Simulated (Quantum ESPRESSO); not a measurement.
NaCl:

```
Cl Na
1.0
     3.50219    0.00000    0.00000
     0.00000    3.50219    0.00000
     0.00000    0.00000    3.50219
Cl Na
1 1
Direct
  0.50000 0.50000 0.50000
  0.00000 0.00000 0.00000
```

Measurements of this composition are mostly on another form, of space group No. 225.

* Program: Quantum ESPRESSO 7.5
* Task: relaxation of cell and atoms
* Functional: RPBE
* Potentials or basis: PseudoDojo 0.4.1 SR PBE standard
* Cutoff: 1197 eV
* Density cutoff: 4789 eV
* k mesh: 8 × 8 × 8
* Occupations: fermi-dirac, width 0.05 eV
* Spin: no spin polarisation

At the start: pressure 1.9 GPa; volume 21.48 Å³/atom.

Problem. Where does the relaxation end?

Solution. Over 15 steps the energy falls by 9.3 meV/atom and the volume is 23.30 Å³/atom (+8.5 %); space group Pm-3m (No. 221, to 0.05 Å).

Step by step:
| step | energy change (eV) | largest force (eV/Å) | pressure (GPa) | volume (Å³) |
| --- | --- | --- | --- | --- |
| 1 | 0.0000 | 0.0000 | 1.91 | 42.96 |
| 2 | -0.0019 | 0.0000 | 1.80 | 43.12 |
| 3 | -0.0053 | 0.0000 | 1.58 | 43.44 |
| 4 | -0.0095 | 0.0000 | 1.29 | 43.91 |
| 5 | -0.0136 | 0.0000 | 0.94 | 44.50 |
| 6 | -0.0167 | 0.0000 | 0.56 | 45.19 |
| 7 | -0.0184 | 0.0000 | 0.18 | 45.94 |
| 8 | -0.0184 | 0.0000 | -0.18 | 46.72 |
| 9 | -0.0184 | 0.0000 | -0.18 | 46.71 |
| 10 | -0.0184 | 0.0000 | -0.18 | 46.70 |
| 11 | -0.0184 | 0.0000 | -0.17 | 46.69 |
| 12 | -0.0185 | 0.0000 | -0.16 | 46.67 |
| 13 | -0.0185 | 0.0000 | -0.15 | 46.65 |
| 14 | -0.0185 | 0.0000 | -0.14 | 46.62 |
| 15 | -0.0185 | 0.0000 | -0.13 | 46.60 |

Final structure:
```
Cl Na
1.0
     3.59843    0.00000    0.00000
     0.00000    3.59843    0.00000
     0.00000    0.00000    3.59843
Cl Na
1 1
Direct
  0.50000 0.50000 0.50000
  0.00000 0.00000 0.00000
```

Caveat: the potentials were made for another functional, which shifts forces and pressure.
